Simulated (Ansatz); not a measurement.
Runs of Ansatz 0.2.0 on Yb. The structure is cubic, space group Im-3m (No. 229). Conventional cell: a = 4.303 Å, b = 4.303 Å, c = 4.303 Å, α = 90.00°, β = 90.00°, γ = 90.00°. Yb (site symmetry m-3m) has 8 Yb at 3.73 Å as nearest neighbours. This isn't the form of Yb at room conditions, which is fcc.

```tsv
task	level	potentials or basis	spin	U	fixed moment (μB)	cell	k mesh	cutoff (eV)	smearing	empty bands summed for spectra up to	optics k mesh	broadening	scf convergence dr2 threshold	moments locked	basis error allowed	other keys	mesh quality	gap on the mesh (eV)	pressure (GPa)	moment (μB)
elastic constants	r2SCAN+rVV10	all-electron PAW datasets made for the crystal	collinear, random start	-	-	as given	7 × 7 × 7	280	methfessel-paxton 0.025 eV	-	-	-	-	-	-	-	coarse	none	-3.3	0.04
band structure	B88-PBE	all-electron LAPW, relativistic spinors	non-collinear, random start, SOC	-	-	volume scaled by 1.15	7 × 7 × 7	166	fermi-dirac 0.05 eV	-	-	-	-	-	0.001 eV/atom	-	not flagged	-	(a)	0.00
optical spectrum	PBEsol	all-electron LAPW, scalar-relativistic	collinear, ferromagnetic start, moments held on the sites	-	-	cell squeezed	9 × 9 × 9	196	tetrahedron	6 eV	9 × 9 × 9	0.2 eV	1e-09	each atom's moment, at its start value	0.001 eV/atom	scf.convergence.dr2_threshold = 1e-09	not flagged	none	-	1.51
spin spiral	PBE+D3(BJ)+ATM+U	all-electron LAPW, non-relativistic	non-collinear, ferromagnetic start	Yb f U = 4 eV	-	cell strained at random at fixed volume	5 × 5 × 5	157	methfessel-paxton 0.1 eV	-	-	-	-	-	0.0005 eV/atom	-	coarse	none	1.9	-
```

Estimate the missing entries.

(a) -3.6.

Caveats: some runs use coarse meshes; an open f shell can end in a state above the lowest; spin-orbit coupling is left out, which moves the levels of the heavy elements (some runs); the k mesh is thin for a metal, which can move the energy by tens of meV per atom (some runs); pairwise dispersion overbinds metals, which lowers pressure and volume (some runs); the magnetic state may not be the lowest (some runs); the starting moments weren't kept (some runs); a metal's response needs a denser mesh (some runs).

A k mesh can miss the band edges, and rows without SOC leave out spin-orbit coupling on Yb.

A gap of «none» marks a metal or a gap under the smearing width.

The runs don't all hold the same shells in valence.
